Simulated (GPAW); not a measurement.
# HgTe (Coloradoite) (F-43m) in GPAW: single point with PBE

Aim: the single point of HgTe (Coloradoite) with PBE.

Program: GPAW 26.7.0. These are calculated values, not measurements. Logs are shortened: lines on timing, memory, paths and dates and some standing lists are left out, and cuts for length are marked. The log counts tension as positive stress, the text compression.

## (1) The crystal as given

The structure is cubic, space group F-43m (No. 216). The conventional cell has a = 6.429 Å, b = 6.429 Å, c = 6.429 Å, α = 90.00°, β = 90.00°, γ = 90.00°. Hg (site symmetry -43m) is surrounded by 4 Te at 2.78 Å. Te (site symmetry -43m) has 4 Hg at 2.78 Å as nearest neighbours.

## (2) Single point, PBE

run.py

```python
from ase import Atoms
from ase.dft.bandgap import bandgap
from ase.io import write
from ase.units import GPa
from gpaw import GPAW, PW

atoms = Atoms(['Hg', 'Te'],
              cell=[[0.0, 3.2145, 3.2145],
                    [3.2145, 0.0, 3.2145],
                    [3.2145, 3.2145, 0.0]],
              scaled_positions=[[0.0, 0.0, 0.0],
                                [0.75, 0.75, 0.75]],
              pbc=True)

calc = GPAW(mode=PW(500),
            xc='PBE',
            kpts={'size': (6, 6, 6), 'gamma': True},
            occupations={'name': 'fermi-dirac', 'width': 0.05},
            nbands=18,
            convergence={'density': 1e-05, 'energy': 1e-05},
            maxiter=80,
            txt='gpaw.txt')
atoms.calc = calc
energy = atoms.get_potential_energy()
forces = atoms.get_forces()
stress = atoms.get_stress()
calc.write('gs.gpw')
write('result.traj', atoms)
print(f'Energy: {energy:.6f} eV')
print('Forces (eV/A):')
print(forces.round(4))
print('Stress (GPa):', (stress / GPa).round(3))
print('Fermi level:', round(calc.get_fermi_level(), 4), 'eV')
print(f'Gap: {bandgap(calc)[0]:.4f} eV, direct: {bandgap(calc, direct=True)[0]:.4f} eV')
```

Potentials or basis: GPAW PAW data sets (gpaw-data 1.2.1), pw.

The run is started by

```console
OMP_NUM_THREADS=1 python run.py
```

gpaw.txt:

```text
__  _  _
 | _ |_)|_||  |
 |__||  | ||/\| - 26.7.0

Input parameters:
  mode=PW(ecut=500.0),
  convergence={'density': 1e-05, 'energy': 1e-05},
  kpts=MonkhorstPack(size=(6, 6, 6), gamma=True),
  maxiter=80,
  nbands=18,
  occupations=Occupations(name='fermi-dirac', width=0.05),
  xc=XC(name='PBE')

Diagonalizing LCAO Hamiltonian
Converting LCAO to pw mode

                      Te

       Hg

Atoms  # Å, Bohr magnetons
|   | symbol |        x |        y |        z |    initial magnetic moments |
|---|--------|----------|----------|----------|-----------------------------|
| 0 |     Hg | 0.000000 | 0.000000 | 0.000000 | ( 0.0000,  0.0000,  0.0000) |
| 1 |     Te | 4.821750 | 4.821750 | 4.821750 | ( 0.0000,  0.0000,  0.0000) |

Unit cell  # Å
| periodic |        x |        y |        z |  lengths |    angles |
|----------|----------|----------|----------|----------|-----------|
|      yes | 0.000000 | 3.214500 | 3.214500 | 4.545989 | 60.000000 |
|      yes | 3.214500 | 0.000000 | 3.214500 | 4.545989 | 60.000000 |
|      yes | 3.214500 | 3.214500 | 0.000000 | 4.545989 | 60.000000 |

Number of symmetries: 24
Symmetry operations  # r_c * U_cc + t_c -> r_c
|    | kind |            matrix            |
|----|------|------------------------------|
|  0 |  E   |  1, 0, 0,  0, 1, 0,  0, 0, 1 |
|  1 |  σ   |  1, 0, 0,  0, 0, 1,  0, 1, 0 |
|  2 |  σ   |  1, 0,-1,  0, 1,-1,  0, 0,-1 |
|  3 |  C3  |  1, 0,-1,  0, 0,-1,  0, 1,-1 |
|  4 |  C3  |  1,-1, 0,  0,-1, 1,  0,-1, 0 |
|  5 |  σ   |  1,-1, 0,  0,-1, 0,  0,-1, 1 |
|  6 |  σ   |  0, 1, 0,  1, 0, 0,  0, 0, 1 |
|  7 |  C3  |  0, 1, 0,  0, 0, 1,  1, 0, 0 |
|  8 |  C2  |  0, 1,-1,  1, 0,-1,  0, 0,-1 |
|  9 |  S4  |  0, 1,-1,  0, 0,-1,  1, 0,-1 |
| 10 |  C3  |  0, 0, 1,  1, 0, 0,  0, 1, 0 |
| 11 |  σ   |  0, 0, 1,  0, 1, 0,  1, 0, 0 |
| 12 |  S4  |  0, 0,-1,  1, 0,-1,  0, 1,-1 |
| 13 |  C3  |  0, 0,-1,  0, 1,-1,  1, 0,-1 |
| 14 |  S4  |  0,-1, 1,  1,-1, 0,  0,-1, 0 |
| 15 |  C2  |  0,-1, 1,  0,-1, 0,  1,-1, 0 |
| 16 |  C3  |  0,-1, 0,  1,-1, 0,  0,-1, 1 |
| 17 |  S4  |  0,-1, 0,  0,-1, 1,  1,-1, 0 |
| 18 |  S4  | -1, 1, 0, -1, 0, 1, -1, 0, 0 |
| 19 |  C3  | -1, 1, 0, -1, 0, 0, -1, 0, 1 |
| 20 |  C3  | -1, 0, 1, -1, 1, 0, -1, 0, 0 |
| 21 |  S4  | -1, 0, 1, -1, 0, 0, -1, 1, 0 |
| 22 |  σ   | -1, 0, 0, -1, 1, 0, -1, 0, 1 |
| 23 |  C2  | -1, 0, 0, -1, 0, 1, -1, 1, 0 |

BZ-sampling:
  Number of BZ points: 216
  Number of IBZ points: 16

  Monkhorst-Pack size: [6, 6, 6]
  Monkhorst-Pack shift: [0.08333333333333333, 0.08333333333333333, 0.08333333333333333]

K-points  # in reciprocal-cell coordinates
|     |                                coordinates |     weight |
|-----|--------------------------------------------|------------|
|   0 | (  0.00000000,   0.00000000,   0.00000000) | 0.00462963 |
|   1 | (  0.16666667,   0.16666667,   0.00000000) | 0.02777778 |
|   2 | (  0.16666667,   0.16666667,   0.16666667) | 0.03703704 |
|   3 | (  0.33333333,   0.16666667,   0.16666667) | 0.05555556 |
|   4 | (  0.33333333,   0.33333333,  -0.33333333) | 0.05555556 |
|   5 | (  0.33333333,   0.33333333,   0.00000000) | 0.02777778 |
|   6 | (  0.33333333,   0.33333333,   0.16666667) | 0.11111111 |
|   7 | (  0.33333333,   0.33333333,   0.33333333) | 0.03703704 |
|   8 | (  0.50000000,   0.33333333,  -0.33333333) | 0.11111111 |
|   9 | (  0.50000000,   0.33333333,  -0.16666667) | 0.05555556 |
| ... |                                            |            |
|  15 | (  0.50000000,   0.50000000,   0.50000000) | 0.01851852 |

Plane wave coefficients: 1700
Cutoff: 500.0 eV

Spin-components: 1 (collinear spins)
Bands:           18
Projectors:      11
Spin-degeneracy: 2
Datatype:        complex128

Density:
  Valence electrons: 24.0
  Components: 1
  Grid points: [24 24 24]
  Charge: 0.0  # |e|

Potential:
  Grid points: [24 24 24]

species:
  Hg:
    name:    Mercury
    Z:       80.0
    valence: 18
    core:    62
    charge:  0.0  # [|e|]
    compensation charges:
      type: gauss
      rc: 0.41  # [Å]
      lmax: 2
    cutoffs:
      filter: 2.17  # [Å]
      core: 2.06  # [Å]
    projectors
    | kind |    occ | energy [eV] | rcut [Å] |
    |------|--------|-------------|----------|
    |   6s |  2.000 |      -6.783 |    1.307 |
    |   5p |  6.000 |     -66.572 |    1.291 |
    |   6p |  0.000 |      -1.056 |    1.291 |
    |   5d | 10.000 |      -9.891 |    1.302 |
    |    s |        |      20.429 |    1.307 |
    |    d |        |      17.320 |    1.302 |

    Using partial waves for Hg as LCAO basis

  Te:
    name:    Tellurium
    Z:       52.0
    valence: 6
    core:    46
    charge:  0.0  # [|e|]
    compensation charges:
      type: gauss
      rc: 0.36  # [Å]
      lmax: 2
    cutoffs:
      filter: 2.09  # [Å]
      core: 3.17  # [Å]
    projectors
    | kind |    occ | energy [eV] | rcut [Å] |
    |------|--------|-------------|----------|
    |   5s |  2.000 |     -15.089 |    1.180 |
    |   5p |  4.000 |      -5.955 |    1.196 |
    |    s |        |      12.123 |    1.180 |
    |    p |        |      21.256 |    1.196 |
    |    d |        |       0.000 |    1.238 |

    Using partial waves for Te as LCAO basis

Reference energy: -717946.462161  # eV

eigensolver:
  PPCG
  Converge bands: occupied
  niter=2

density mixing:
  MSR1-Mixer
  Pratt-step length: 0.05
  Maximum mixing coefficient: 0.75
  Old densities: 10
  SVD Regularization: 0.005
  Good broyden scale: 1.0
  Trust region scale: 1.0
  Backstep threshold: 4.0
  History deletion threshold: 6.0
  Fourier metric: weight=20.0, sigma=0.015

occupation numbers:
  Fermi-Dirac:
    width: 0.0500  # eV

poisson solver:
  ecut: 4000.0  # eV

xc functional:
  name: PBE with 2 nearest neighbor stencil

convergence criteria:
- Maximum integral of absolute [dens]ity change: 1e-05 electrons / valence electron
- Maximum [total energy] change in last 3 cyles: 1e-05 eV / valence electron
- Maximum integral of absolute [eigenst]ate change: 4e-08 eV^2 / valence electron
maximum number of iterations: 80

SCF iterations
|iter     | |      energy | eigst |  dens |
|---------|-|-------------|-------|-------|
|iter:   1| |   -4.537431 | -0.11 |       |
|iter:   2| |   -4.498383 | -2.04 | -1.43 |
|iter:   3| |   -4.395465 | -1.97 | -1.48 |
|iter:   4| |   -4.408019 | -2.67 | -1.88 |
|iter:   5| |   -4.414761 | -3.01 | -2.22 |
|iter:   6| |   -4.415072 | -4.43 | -3.28 |
|iter:   7| |   -4.415121 | -5.05 | -3.69 |
|iter:   8| |   -4.415121c| -6.71 | -4.29 |
|iter:   9| |   -4.415121c| -7.24 | -4.96 |
|iter:  10| |   -4.415121c| -7.90c| -5.50c|

Converged in 10 steps
Energy contributions relative to reference atoms: (reference = -717946.462161)

Energy contributions:
  Kinetic:          33.190787
  Coulomb:         -27.740844
  Zero:             -2.007279
  External:          0.000000
  Xc:               -7.857311
  Entropy:          -0.000948
  Spinorbit:         0.000000
  ----------------------------
  Free energy:      -4.415596
  Extrapolated:     -4.415121

dipole moment: (-17.484724, -17.484724, -17.484724)  # |e|*Ang

Fermi level: 4.736
Eigenvalues  # (at kpt = [0.000, 0.000, 0.000])
| band index |      eig [eV] | occ [0-2] |
|------------|---------------|-----------|
|          0 |       -58.854 |     2.000 |
|        ... |               |           |
|          5 |        -2.857 |     2.000 |
|          6 |        -2.857 |     2.000 |
|          7 |        -2.331 |     2.000 |
|          8 |        -2.331 |     2.000 |
|          9 |         4.144 |     2.000 |
|         10 |         4.700 |     1.346 |
|         11 |         4.700 |     1.346 |
|         12 |         4.700 |     1.346 |
|         13 |         8.932 |     0.000 |
|         14 |         8.932 |     0.000 |
|         15 |         8.932 |     0.000 |
|         16 |        11.256 |     0.000 |
|         17 |        14.425 |     0.000 |

No gap
No difference between direct/indirect transitions

Forces  # eV/Ang
|        x |       y |        z |
|----------|---------|----------|
| -0.00000 | 0.00000 |  0.00000 |  # Hg   0
|  0.00000 | 0.00000 | -0.00000 |  # Te   1

Stress tensor  # eV/Ang^3
|         x |         y |         z |
|-----------|-----------|-----------|
| -0.028005 | -0.000000 |  0.000000 |
| -0.000000 | -0.028005 |  0.000000 |
|  0.000000 |  0.000000 | -0.028005 |

# Writing to gs.gpw (mode='')
```

It took 4.7 s on 1 thread of AMD EPYC 9R45 (Zen 5), shared host; peak memory 0.15 GiB.

What came out:

```yaml
Free_energy: -4.4156 eV
Pressure: 4.5 GPa
Band_gap_on_the_k_mesh: none (metal or under the smearing width)
```

Caveat: the cutoff is short for stress and forces, so pressures can be off by a GPa or more. Spin-orbit coupling is left out, which matters for the levels of Hg, Te.
